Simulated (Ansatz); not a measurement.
# Electron scattering at the twin(10-12) boundary in hcp Co with W (substitutional), part 3 of 3

Aim: the relaxed structure and the specific resistance of the twin(10-12) boundary in hcp Co with W (substitutional).

Ansatz 0.2.0; Ansatz plane-wave DFT, PBE, PAW files, collinear spin; relaxation of a bicrystal slab with its lowest layers held; PAW set soft_1 (the session's first sound run).

So far. Step 2 (Relaxing the bicrystal): The largest force component on a free atom ends at 0.0092 eV/Å, under the tolerance of 0.03, after 5 steps.

## Step 3: Transmission across the boundary (continued)

Level of this step: Ansatz plane-wave DFT, PBE, PAW files, collinear spin; ballistic transport by layer matching (Landauer), zero bias; boundary relaxed in a short slab, bulk layers laid on; PAW set soft_1 (Ansatz).

Slowest decay crystal 1 over k1 and k2. At 0.0000 eV from the Fermi level, spin up.

Values, 22 rows by 12 columns, each cell a mean:
```
0.208 0.156 0.114 0.098 0.122 0.125 0.164 0.125 0.122 0.098 0.114 0.156
0.000 0.000 0.000 0.000 0.000 0.000 0.000 0.000 0.000 0.000 0.000 0.000
0.000 0.000 0.000 0.000 0.000 0.000 0.000 0.000 0.000 0.000 0.000 0.000
0.000 0.000 0.000 0.000 0.000 0.000 0.000 0.000 0.000 0.000 0.000 0.000
0.000 0.000 0.000 0.000 0.000 0.000 0.000 0.000 0.000 0.000 0.000 0.000
0.000 0.000 0.000 0.000 0.000 0.000 0.000 0.000 0.000 0.000 0.000 0.000
0.000 0.000 0.000 0.000 0.000 0.000 0.000 0.000 0.000 0.000 0.000 0.000
0.000 0.000 0.000 0.000 0.000 0.000 0.000 0.000 0.000 0.000 0.000 0.000
0.000 0.000 0.000 0.000 0.000 0.000 0.000 0.000 0.000 0.000 0.000 0.000
0.000 0.000 0.000 0.000 0.000 0.000 0.000 0.000 0.000 0.000 0.000 0.000
0.000 0.000 0.000 0.000 0.000 0.000 0.000 0.000 0.000 0.000 0.000 0.000
0.000 0.000 0.000 0.000 0.000 0.000 0.000 0.000 0.000 0.000 0.000 0.000
0.000 0.000 0.000 0.000 0.000 0.000 0.000 0.000 0.000 0.000 0.000 0.000
0.000 0.000 0.000 0.000 0.000 0.000 0.000 0.000 0.000 0.000 0.000 0.000
0.000 0.000 0.000 0.000 0.000 0.000 0.000 0.000 0.000 0.000 0.000 0.000
0.000 0.000 0.000 0.000 0.000 0.000 0.000 0.000 0.000 0.000 0.000 0.000
0.000 0.000 0.000 0.000 0.000 0.000 0.000 0.000 0.000 0.000 0.000 0.000
0.000 0.000 0.000 0.000 0.000 0.000 0.000 0.000 0.000 0.000 0.000 0.000
0.000 0.000 0.000 0.000 0.000 0.000 0.000 0.000 0.000 0.000 0.000 0.000
0.000 0.000 0.000 0.000 0.000 0.000 0.000 0.000 0.000 0.000 0.000 0.000
0.189 0.142 0.104 0.089 0.111 0.114 0.149 0.114 0.111 0.089 0.104 0.142
0.340 0.276 0.219 0.178 0.162 0.181 0.244 0.181 0.162 0.178 0.219 0.276
```
Columns: k1 (b1) from -0.5 to 0.417; rows upwards: k2 (b2) from -0.5 to 0.458.

Spin density in the ca plane at fractional y = 0.417, with atoms of Co and W within 0.2 Å of it.

Ten even steps from '0' (-0.1 e/Å³) to '9' (4.5 e/Å³), each cell a mean:
```
00000000000000002310000000000023000000000000
00000000000000000000000000000000000000000000
00000000000000000000000000000000000000000000
00000000000000000000000000000000000000000000
40000000000000010000000000000000100000000000
50000000110000263000000000000002630000110000
10000001571000285000000000000003940000561000
00000001671000011000000000000000210000672000
00000000110000000000000000000000000000110000
00000000000000000000000000000000000000000000
00000000000000000000000000000000000000000000
00000000000000000000000000000000000000000000
00000013200000000000000000000000000000013100
33000029610000000000000000000000000000049400
88100014300000002300000000000022000000025200
33100000000000005810000000000168100000000000
```
Columns run along c (16.0 Å, from fractional 0.36 to 0.67 of the cell), rows up along a (6.0 Å). Atoms in or near the plane, at fractional coordinates: Co at (0.36, 0.07), Co at (0.41, 0.13), Co at (0.42, 0.54), Co at (0.47, 0.60), Co at (0.48, 0.01), W at (0.53, 0.07), Co at (0.58, 0.01), Co at (0.59, 0.60), Co at (0.64, 0.54), Co at (0.64, 0.13).

ELF in the ca plane at fractional y = 0.417, with atoms of Co and W within 0.2 Å of it. It is the smooth field of the valence electrons, not physical close to the nuclei.

Ten even steps from '0' (0.13) to '9' (0.71), each cell a mean:
```
11123321123222125631323774231256212223210133
11232222222223211211432112342112123222222222
12332222222223321123333333333211233222222222
21232222222332111233222333222321112333222222
62122231011331232123222222222312321231101232
72022211331121486213211111123215852121331122
31122203784111597213221001123115962112784112
01222203784121243113321000123213431213884112
12222311331132110123221000122310112311332132
22222331111233211222222112222221123331111232
22222322123322222222233213322222222233211233
11233211112322222222342112433222222233111113
11122135411322321123433553244211232222135312
55212149830222211112327888333111122221269621
99412137520222025531238429422255202221147411
66312112112222038952228869322389411222112113
```
Columns run along c (16.0 Å, from fractional 0.36 to 0.67 of the cell), rows up along a (6.0 Å). Atoms in or near the plane, at fractional coordinates: Co at (0.36, 0.07), Co at (0.41, 0.13), Co at (0.42, 0.54), Co at (0.47, 0.60), Co at (0.48, 0.01), W at (0.53, 0.07), Co at (0.58, 0.01), Co at (0.59, 0.60), Co at (0.64, 0.54), Co at (0.64, 0.13).

Valence density in the ca plane at fractional y = 0.417, with atoms of Co and W within 0.2 Å of it. It is the smooth field of the valence electrons, not physical close to the nuclei.

Ten steps, logarithmic in the rise over the least value, from '0' (0 e/Å³) to '9' (37 e/Å³), each cell a mean:
```
33210011100000147852112443111478510000011110
11111100000111113321111111111233210111000001
11011100000111011111110000111111110110000011
42101100000111111111110000111111111110000011
84100001111111354211110000011113542111111000
84100012553112698410000000000127973112553100
52100015896212798410000000000137984114896200
11000015896211465210000000000024652114996200
00011012553111121100000000000011211112553100
00011001121111100001000000001000001111121101
00011011110011000001100000011000001110111101
11100123211011000001111111111000001110123211
33211157631000001111112332111111000001267621
77411269951000013321124554211133210001389831
99621258741000137751125665311477410001378631
77511123311000159962124555212599620000134311
```
Columns run along c (16.0 Å, from fractional 0.36 to 0.67 of the cell), rows up along a (6.0 Å). Atoms in or near the plane, at fractional coordinates: Co at (0.36, 0.07), Co at (0.41, 0.13), Co at (0.42, 0.54), Co at (0.47, 0.60), Co at (0.48, 0.01), W at (0.53, 0.07), Co at (0.58, 0.01), Co at (0.59, 0.60), Co at (0.64, 0.54), Co at (0.64, 0.13).

Nearest the Fermi level spin up passes 0.740 of 1.77 channels of the lower lead and spin down 1.40 of 3.18.

## Step 4: Specific resistance

This step: Ansatz plane-wave DFT, PBE, PAW files, collinear spin; ballistic transport by layer matching (Landauer), zero bias; specific resistance of the boundary; PAW set soft_1 (Ansatz 0.2.0).

This step gave:

```
area resistance                      : 1.023 fΩ m²
T over the leads' mean channel count : 0.4321
spin asymmetry γ                     : -0.3354 (R down - R up) / (R down + R up)
```

Averaged over the energies near the Fermi level, 43.2 % of the channels pass, which makes 1.02 fΩ m².

By hand, with means over the energies near the Fermi level: RA per spin = A (h/e²)(1/T − ½[1/N₁ + 1/N₂]); spin up: 14.94×10⁻²⁰ m² × 25 813 Ω × (1/0.7340 − ½[1/1.774 + 1/1.771]) = 3.08 fΩ m²; spin down: 14.94×10⁻²⁰ m² × 25 813 Ω × (1/1.404 − ½[1/3.178 + 1/3.174]) = 1.53 fΩ m². The spins conduct in parallel, so 1/RA = 1/3.08 + 1/1.53 and RA = 1.02 fΩ m²; γ = (1.53 − 3.08)/(1.53 + 3.08) = -0.34.

## Step 5: What came out

- specific resistance of the boundary: 1.02 fΩ m²
- share of channels that pass: 0.432

What this shows: The boundary has a specific resistance of 1.0 fΩ m². The boundary reflects 57 % of the channels; 1.0 fΩ m² is 10×10⁻¹² Ω·cm². One W in 14.9 Å² of boundary is a high coverage. Each plane of this narrow cell holds one atom, so the solute fills a whole plane. One starting structure was relaxed; another shift or atom count at the boundary may lie lower. Spin-orbit coupling is left out, which matters for W. One magnetic start was tried, and the two spins conduct in parallel without mixing.

[Logs are printed without paths, hosts, clocks, repeated set-up lines and the standing remarks that a program may print on its own settings, such as how far it seeks lower states.]

[Hosts, paths, dates, database ids (printed as entryN), source tags and the programs' standing remarks are cut or masked in the printed files.]
